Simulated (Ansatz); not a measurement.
# Gd (P6_3/mmc) in Ansatz: notebook, part 2 of 2

Ansatz 0.2.0.

## 3. Relaxation of cell and atoms, PBEsol, collinear spin, ferromagnetic start, target pressure 30 GPa, at which the enthalpy is minimised

File input.yaml:

```yaml
crystal:
  lattice:
    - [3.636, 0.0, 0.0]
    - [-1.818, 3.1488683682, 0.0]
    - [0.0, 0.0, 5.7826]
  atoms:
    - { symbol: Gd, position: [0.6666666667, 0.3333333333, 0.75], spin: 7.0 }
    - { symbol: Gd, position: [0.3333333333, 0.6666666667, 0.25], spin: 7.0 }
hamiltonian:
  xc: pbesol
  pseudopotentials: { kind: paw }
magnetization:
  spin_polarized: true
kpoints:
  mp_grid: { grid: [8, 8, 5] }
scf:
  occupations: { method: fermi_dirac, width: 0.05 }
output:
  forces: true
  stress: true
  eigenvalues: true
  write_density: true
  write_potential: true
  elf: true
  volumetric_format: npy
relax:
  f_tol: 0.01
  max_steps: 40
  cell: { stress_tol: 0.05, p_target: 30.0 }
```

Potentials or basis: Ansatz PAW.

Launch:

```console
$ ansatz run input.yaml --threads 2 --pin off --max-ram 5632MiB --backend cpu --events-out ev --progress --plain --runs-dir out
```

Standard output:

```text
Warning: RAYON_NUM_THREADS=2 ignored (pool sized by the plan → 2); use --threads N
Engine: ansatz 0.2.0, x86_64-unknown-linux-gnu
Pseudopotentials: kind: paw
Pseudopotential: Gd, paw, valence charge 18, recommended cutoff 420 eV (normal), Gd.paw.azcp
Functional definition: PBEsol
  exchange = pbesol_x
  correlation = pbesol_c
Crystal: 2 atoms, lattice volume = 66.207 Å³
Basis set: ecut = 420 eV, 1291 PW (Γ), exchange–correlation on 50×50×80 points (8 copies of the dense FFT grid, shifted against one another)
[... 193 lines left out ...]
  k-point 1 ↑: bands = ["-23.8478", "-23.4954", "-2.5150", "-0.2098", "-0.1092", "-0.1092", "0.1623", "0.1623", "16.2837", "16.6859", "16.6864", "16.8242", "16.9431", "16.9431", "17.0112", "17.0112", "17.0562", "17.1081", "17.1081", "17.2491", "17.2491", "17.3127", "17.3223", "17.8488", "21.9529", "22.4043", "22.4043", "23.2627", "23.2627", "23.9935"]
  k-point 2 ↑: bands = ["-23.7419", "-23.6074", "-1.8694", "-0.9974", "-0.0265", "-0.0265", "0.0772", "0.0772", "16.6651", "16.6666", "16.8789", "16.9298", "16.9298", "16.9545", "16.9545", "16.9761", "17.1983", "17.1983", "17.2566", "17.2566", "17.3156", "17.3193", "17.3980", "17.9761", "21.6797", "22.3705", "22.3705", "22.4028", "22.7115", "22.7115"]
  k-point 29 ↓: bands = ["-20.2261", "-20.2034", "-0.2888", "-0.1883", "0.5410", "0.8024", "1.8480", "1.9725", "19.3880", "19.9629", "20.5024", "20.8819", "21.6575", "21.7065", "21.8895", "21.9255", "22.0276", "22.0450", "22.2091", "22.2118", "22.3851", "22.3874", "22.5170", "22.5894", "22.7571", "22.9418", "23.7445", "24.3367", "25.9970", "26.5098"]
--- Relaxed structure (8 steps of the walk, 8 accepted, 1 SCFs on fresh bases) ---
  F+E_penalty+E_count = -18454.39117893 eV   max|allowed force component| = 1.850e-17 eV/Å   (the final SCF, on the basis selected at the relaxed cell)
  cell:  # Å, volume = 40.2746 Å³
    - [3.0336083703398073, -7.933752096319657e-35, 0.0]
    - [-1.5168041851699037, 2.627181913847385, 0.0]
    - [0.0, 0.0, 5.0533726017908736]
  atoms:
    - { symbol: Gd, position: [0.6666666666666666, 0.3333333333333333, 0.7499999999999999] }
    - { symbol: Gd, position: [0.3333333333333333, 0.6666666666666666, 0.25] }
```

rho_z.tsv:

```text
# z_ang	rho[e/angstrom^3]	rho_spin[e/angstrom^3]
# format = ansatz-planar-average/11
# lattice	3.033608370	-0.000000000	0.000000000
# lattice	-1.516804185	2.627181914	0.000000000
# lattice	0.000000000	0.000000000	5.053372602
# sites	2
# site	64	1.516804185	0.875727305	3.790029451
# site	64	0.000000000	1.751454609	1.263343150
0.000000	2.084449e-1	2.028323e-2
0.140371	2.229148e-1	2.191336e-2
0.280743	2.722200e-1	2.778545e-2
0.421114	3.741822e-1	4.395739e-2
0.561486	5.564998e-1	9.225719e-2
0.701857	8.416356e-1	2.151362e-1
0.842229	1.213028e0	4.462084e-1
0.982600	1.593730e0	7.555742e-1
1.122972	1.876418e0	1.032262e0
1.263343	1.979853e0	1.144148e0
1.403715	1.876418e0	1.032262e0
1.544086	1.593730e0	7.555742e-1
1.684458	1.213028e0	4.462084e-1
1.824829	8.416356e-1	2.151362e-1
1.965200	5.564998e-1	9.225719e-2
2.105572	3.741822e-1	4.395739e-2
2.245943	2.722200e-1	2.778545e-2
2.386315	2.229148e-1	2.191336e-2
2.526686	2.084449e-1	2.028323e-2
2.667058	2.229148e-1	2.191336e-2
2.807429	2.722200e-1	2.778545e-2
2.947801	3.741822e-1	4.395739e-2
3.088172	5.564998e-1	9.225719e-2
3.228544	8.416356e-1	2.151362e-1
3.368915	1.213028e0	4.462084e-1
3.509287	1.593730e0	7.555742e-1
3.649658	1.876418e0	1.032262e0
3.790029	1.979853e0	1.144148e0
3.930401	1.876418e0	1.032262e0
4.070772	1.593730e0	7.555742e-1
4.211144	1.213028e0	4.462084e-1
4.351515	8.416356e-1	2.151362e-1
4.491887	5.564998e-1	9.225719e-2
4.632258	3.741822e-1	4.395739e-2
4.772630	2.722200e-1	2.778545e-2
4.913001	2.229148e-1	2.191336e-2
```

v_z.tsv:

```text
# z_ang	v_es[eV]	v_tot_up[eV]	v_tot_dn[eV]
# format = ansatz-planar-average/11
# xc	pbesol
# density_cutoff_ev	1680
# datasets	Gd=:simpson_from_first_knot:soft:shift=-928461
# lattice	3.033608370	-0.000000000	0.000000000
# lattice	-1.516804185	2.627181914	0.000000000
# lattice	0.000000000	0.000000000	5.053372602
# sites	2
# site	64	1.516804185	0.875727305	3.790029451
# site	64	0.000000000	1.751454609	1.263343150
0.000000	1.897280e1	9.068529e0	9.462164e0
0.140371	1.856666e1	8.523004e0	8.929560e0
0.280743	1.719609e1	6.708012e0	7.149178e0
0.421114	1.483803e1	3.604878e0	4.092446e0
0.561486	1.190362e1	-2.857124e-1	2.428095e-1
0.701857	8.944590e0	-4.290087e0	-3.732615e0
[... 28 lines left out ...]
4.772630	1.719609e1	6.708012e0	7.149178e0
4.913001	1.856666e1	8.523004e0	8.929560e0
```

It took 1.9 min on 2 threads of Intel Xeon at 2.50GHz (Skylake/Cascade Lake), shared host; peak memory 0.45 GiB.

Results:

- Free energy: -18454.3912 eV
- Relaxed volume: 20.14 Å³/atom
- Relaxed cell: a = 3.034 Å, b = 3.034 Å, c = 5.053 Å, α = 90.00°, β = 90.00°, γ = 120.00°
- Space group after relaxing (to 0.05 Å): P6_3/mmc (No. 194)
- Energy change on relaxing (the enthalpy is what falls): +765.4 meV/atom
- Ionic steps: 9
- Pressure after relaxing: 30.0 GPa
- Band gap on the k mesh: none (metal or under the smearing width)
- Net moment: 14.40 μB per cell
- Absolute moment: 14.40 μB per cell
- Site moments: Gd +7.02 μB

The path:
```
step  energy change (eV)  largest force (eV/Å)  volume (Å³)
   1              0.0000                0.0000        66.21
   2              0.0459                0.0000        57.01
   3              0.4477                0.0000        48.82
   4              1.2716                0.0000        41.77
   5              1.5726                0.0000        40.04
   6              1.5376                0.0000        40.22
   7              1.5257                0.0000        40.28
   8              1.5276                0.0000        40.27
   9              1.5307                0.0000        40.27
```

Final structure:
```
Gd
1.0
     3.03361    0.00000    0.00000
    -1.51680    2.62718    0.00000
     0.00000    0.00000    5.05337
Gd
2
Direct
  0.66667 0.33333 0.75000
  0.33333 0.66667 0.25000
```

Levels at points of the mesh, in eV from the Fermi level:
Spin up:
```csv
k point,band 22,band 23,band 24,band 25,band 26,band 27,band 28,band 29
"(0.00, 0.00, 0.00)",-3.49,-3.48,-3.09,1.38,1.75,1.75,2.76,2.76
"(0.00, -0.50, 0.00)",-3.51,-3.20,-2.35,-2.17,1.50,2.02,2.47,2.94
```
Spin down:
```
            k point  band 8  band 9  band 10  band 11  band 12  band 13  band 14  band 15
 (0.00, 0.00, 0.00)  -18.18   -4.04    -2.28     0.52     0.75     0.84     1.13     1.13
(0.00, -0.50, 0.00)  -18.64   -2.41    -1.76    -1.35     0.72     0.94     1.16     1.17
```

Caveat: the volume moved by over 15 % at a fixed basis, so the end points are rough; the magnetic or orbital state may not be the lowest; the plane-wave basis is chosen anew once the cell has moved, so the energies of steps on either side of that aren't comparable; spin-orbit coupling is left out, which moves the levels of the heavy elements; the PAW data sets come from PBE, with cores solved anew for the run's functional, which leaves a small shift of forces and pressure.
